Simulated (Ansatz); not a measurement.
# PbSe: energies, forces and stress near the listed structure

How do energy, forces, pressure and gap of PbSe change under random distortions, further strains and shifts, distortions that keep the symmetry, other functionals? Each case is one self-consistent run.

Program: Ansatz 0.2.0. Level of theory: DFT PBEsol, scalar-relativistic, plane waves, PAW, unless a step's input says otherwise. These are calculated values, not measurements.

## 1. The structure to begin with

Symmetry: Fmm2, No. 42, orthorhombic system. The conventional cell has a = 6.236 Å, b = 24.002 Å, c = 6.251 Å, α = 90.00°, β = 90.00°, γ = 90.00°. Pb (site symmetry m) has 5 Se at 2.83 to 3.21 Å as nearest neighbours. Around Se (site symmetry m) lie 5 Pb at 2.83 to 3.21 Å.

Coordinates:

```
CELL_PARAMETERS angstrom
0.00000 12.00080 3.12544
3.11815 0.00000 3.12544
3.11815 12.00080 0.00000
ATOMIC_POSITIONS crystal
Pb 0.19073 0.80527 0.19473
Pb 0.80527 0.19073 0.80927
Se 0.67442 0.29558 0.70442
Se 0.29558 0.67442 0.32558
```

The structure comes from the Materials Project (structure only).

## 2. A change within the space group

What differs from the listed cell: strain xx, yy, zz, yz, xz, xy = -3.8, -1.9, +3.1, +0.0, +0.0, +0.0 %; atoms moved by 0.03 Å root mean square, at most 0.03 Å.

The input, input.yaml:

```yaml
crystal:
  lattice:
    - [0.0, 11.7669034275, 3.2224557197]
    - [2.9982892756, 0.0, 3.2224557197]
    - [2.9982892756, 11.7669034275, 0.0]
  atoms:
    - { symbol: Pb, position: [0.1886283224, 0.8054397617, 0.1945602383] }
    - { symbol: Pb, position: [0.8054397617, 0.1886283224, 0.8113716776] }
    - { symbol: Se, position: [0.6766932653, 0.2952396506, 0.7047603494] }
    - { symbol: Se, position: [0.2952396506, 0.6766932653, 0.3233067347] }
basis:
  ecutwfc: 420
kpoints:
  mp_grid: { grid: [6, 6, 6] }
hamiltonian:
  xc: pbesol
scf:
  occupations: { method: gaussian, width: 0.02 }
output:
  forces: true
  stress: true
  eigenvalues: true
  populations: true
```

## 3. Another functional, on a distorted cell: PBE

The input, input.yaml:

```yaml
crystal:
  lattice:
    - [0.0, 11.6012924013, 3.0213960358]
    - [3.0143477532, 0.0, 3.0213960358]
    - [3.0143477532, 11.6012924013, 0.0]
  atoms:
    - { symbol: Pb, position: [0.19073, 0.805267, 0.194733] }
    - { symbol: Pb, position: [0.805267, 0.19073, 0.80927] }
    - { symbol: Se, position: [0.674423, 0.295581, 0.704419] }
    - { symbol: Se, position: [0.295581, 0.674423, 0.325577] }
basis:
  ecutwfc: 420
kpoints:
  mp_grid: { grid: [6, 6, 6] }
hamiltonian:
  xc: pbe
scf:
  occupations: { method: gaussian, width: 0.02 }
output:
  forces: true
  stress: true
  eigenvalues: true
  populations: true
```

## 4. A change within a subgroup

The input, input.yaml:

```yaml
crystal:
  lattice:
    - [-0.03125442, 12.4978720946, 3.2668995049]
    - [3.1939427038, 0.0, 3.2357179949]
    - [3.2251971238, 12.4978720946, -0.03118151]
  atoms:
    - { symbol: Pb, position: [0.1959133882, 0.8158213088, 0.2001118023] }
    - { symbol: Pb, position: [0.7998881977, 0.2118464994, 0.8040866118] }
    - { symbol: Se, position: [0.6687539224, 0.2855123806, 0.6985545083] }
    - { symbol: Se, position: [0.3014454917, 0.6528208112, 0.3312460776] }
basis:
  ecutwfc: 420
kpoints:
  mp_grid: { grid: [6, 6, 6] }
hamiltonian:
  xc: pbesol
scf:
  occupations: { method: gaussian, width: 0.02 }
output:
  forces: true
  stress: true
  eigenvalues: true
```

## 5. A random distortion, cell strained

The input, input.yaml:

```yaml
crystal:
  lattice:
    - [-0.0157881161, 11.9654362713, 3.1176485849]
    - [3.1078122999, -0.010613379, 3.1426496242]
    - [3.0803975396, 11.9648243067, -0.0134015175]
  atoms:
    - { symbol: Pb, position: [0.177167543, 0.819034228, 0.1920973689] }
    - { symbol: Pb, position: [0.7737531476, 0.2309466215, 0.8577277243] }
    - { symbol: Se, position: [0.6950626896, 0.2347261984, 0.6851750508] }
    - { symbol: Se, position: [0.3200180365, 0.6812935354, 0.2989992727] }
basis:
  ecutwfc: 420
kpoints:
  mp_grid: { grid: [6, 6, 6] }
hamiltonian:
  xc: pbesol
scf:
  occupations: { method: gaussian, width: 0.02 }
output:
  forces: true
  stress: true
  eigenvalues: true
```

## 6. A distortion that keeps the symmetry

The input, input.yaml:

```yaml
crystal:
  lattice:
    - [0.0, 11.9615563873, 3.3793529081]
    - [3.0736861667, 0.0, 3.3793529081]
    - [3.0736861667, 11.9615563873, 0.0]
  atoms:
    - { symbol: Pb, position: [0.1903843034, 0.8084908943, 0.1915091057] }
    - { symbol: Pb, position: [0.8084908943, 0.1903843034, 0.8096156966] }
    - { symbol: Se, position: [0.6759892132, 0.2911365891, 0.7088634109] }
    - { symbol: Se, position: [0.2911365891, 0.6759892132, 0.3240107868] }
basis:
  ecutwfc: 420
kpoints:
  mp_grid: { grid: [6, 6, 6] }
hamiltonian:
  xc: pbesol
scf:
  occupations: { method: gaussian, width: 0.02 }
output:
  forces: true
  stress: true
  eigenvalues: true
  populations: true
```

Q: Predict the outcome of this session. Wanted: for each run, case; energy; pressure; largest force.

The runs gave:

| step | case | energy (meV/atom) | pressure (GPa) | largest force (eV/Å) | gap on the mesh (eV) |
| --- | --- | --- | --- | --- | --- |
| 2 | a change within the space group | +0.0 | -0.4 | 0.06 | 1.47 |
| 3 | another functional, on a distorted cell: PBE | n/a | 2.8 | 0.65 | 1.70 |
| 4 | a change within a subgroup | +97.1 | -2.9 | 0.89 | 1.43 |
| 5 | a random distortion, cell strained | +52.8 | -1.5 | 0.84 | 1.63 |
| 6 | a distortion that keeps the symmetry | +55.9 | -1.8 | 0.35 | 1.51 |

Energies are counted from step 2, with the smearing taken to zero. Other atoms or functionals have another zero of energy (n/a). 

What this shows: Among the distorted cells of the listed formula and level the largest force, 0.89 eV/Å, comes in step 4, shared by 2 atoms. The pressure is -0.4 GPa in the smallest cell and -2.9 GPa in the largest; between them shape and moved atoms count too. Among the distorted cells of the listed formula and level the gap runs from 1.43 eV to 1.63 eV. Spin-orbit coupling is left out, which matters for the bands of Pb.

These are semilocal Kohn-Sham gaps, which aren't the measured quantity. Such gaps usually fall short of the measured ones; spin-orbit coupling, left out here, narrows gaps with Pb, so the two errors partly cancel.
